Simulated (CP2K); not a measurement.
Cl:

```
CELL_PARAMETERS angstrom
3.86698 0.00000 0.00000
1.24866 3.65983 0.00000
0.00000 0.00000 8.21000
ATOMIC_POSITIONS crystal
Cl 0.37000 0.63000 0.40000
Cl 0.13000 0.87000 0.90000
Cl 0.63000 0.37000 0.60000
Cl 0.87000 0.13000 0.10000
```

Base run:

- Program: CP2K 2026.2
- Functional: BEEF-vdW
- Potentials or basis: POTENTIAL_UZH Cl GTH-PBE-q7; TZVP-MOLOPT-PBE-GTH basis
- Density cutoff: 9184 eV
- k mesh: 7 × 7 × 4
- Occupations: fermi-dirac, width 0.05 eV
- Spin: no spin polarisation

Its results: band gap on the k mesh 2.48 eV, indirect (least direct gap 2.53 eV); pressure 1.4 GPa; largest force 0.302 eV/Å.

The run is repeated on the same cell with these changes: functional from BEEF-vdW to PBEsol. What comes out?

Band gap on the k mesh 2.33 eV, indirect (least direct gap 2.39 eV); pressure -0.3 GPa; largest force 0.204 eV/Å.

Caveats: the potentials were made for another functional, which shifts forces and pressure; an odd mesh through Γ misses points on the zone boundary, where band edges often lie; the basis of atomic orbitals isn't converged, which shifts pressures, moduli and gaps.

Not every run made on this cell is shown here.
